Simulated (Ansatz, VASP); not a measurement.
**Two plane-wave programs on SiO2**

The input INCAR:

```
ALGO = Normal ; EDIFF = 1E-7
ENCUT = 520 ; GGA = CA
ISIF = 2 ; ISMEAR = 0
LASPH = True ; LCHARG = False
LREAL = False ; LWAVE = False
NBANDS = 25 ; NELM = 60
PREC = Accurate ; SIGMA = 0.05
```

File KPOINTS:

```
k-points
0
Gamma
  6 6 10
```

Contents of POSCAR:

```
SiO2
1.0
    4.1908405087      0.0000000000      0.0000000000
    0.0000000000      4.1908405087      0.0000000000
    0.0000000000      0.0000000000      2.7835562659
Si O
2 4
Direct
    0.5000000000      0.5000000000      0.5000000000
    0.0000000000      0.0000000000      0.0000000000
    0.6944252994      0.6944252994      0.0000000000
    0.1944252994      0.8055747006      0.5000000000
    0.3055747006      0.3055747006      0.0000000000
    0.8055747006      0.1944252994      0.5000000000
```

Input for Ansatz:

```yaml
crystal:
  lattice:
    - [4.1908405087, 0.0, 0.0]
    - [0.0, 4.1908405087, 0.0]
    - [0.0, 0.0, 2.7835562659]
  atoms:
    - { symbol: Si, position: [0.5, 0.5, 0.5] }
    - { symbol: Si, position: [0.0, 0.0, 0.0] }
    - { symbol: O, position: [0.6944252994, 0.6944252994, 0.0] }
    - { symbol: O, position: [0.1944252994, 0.8055747006, 0.5] }
    - { symbol: O, position: [0.3055747006, 0.3055747006, 0.0] }
    - { symbol: O, position: [0.8055747006, 0.1944252994, 0.5] }
basis:
  ecutwfc: 520.0
kpoints:
  mp_grid: { grid: [6, 6, 10] }
hamiltonian:
  xc: lda
  pseudopotentials: { kind: paw, azcp: { folder: soft_1 } }
scf:
  occupations: { method: gaussian, width: 0.05 }
output:
  forces: true
  stress: true
  eigenvalues: true
```

Alike in both runs: task single point; functional LDA; k mesh 6 × 6 × 10; occupations gaussian, width 0.05 eV; no spin polarisation.

|  | VASP | Ansatz |
| --- | --- | --- |
| version | VASP 6.6.1 | Ansatz 0.2.0 |
| potentials or method | VASP PAW LDA potentials, release 64 (Si, O) | scalar-relativistic, plane waves, PAW |
| plane-wave cutoff (eV) | 520 | 520 |
| valence electrons in the cell | 32 | 32 |

Ansatz gave:

```
gap on the k mesh at the Fermi level (eV)       : 4.59
least direct gap on the mesh (eV)               : 4.59
pressure (GPa)                                  : -19.6
largest component of the traceless stress (GPa) : 12.07
rms of the force components (eV/Å)              : 0.046
```

**Question.** Which values does VASP return?

**Answer.** gap on the k mesh at the Fermi level (eV): 4.59; least direct gap on the mesh (eV): 4.59; pressure (GPa): -18.6; largest component of the traceless stress (GPa): 11.64; rms of the force components (eV/Å): 0.038.

Atom by atom the forces differ by 0.008 eV/Å (rms over components). Ansatz warned: «pseudo_functional_mismatch».

Caveats: so large a pressure means that the cell lies far from this level's equilibrium, or that cutoff or potentials fall short (VASP). A k mesh can miss the band edges.
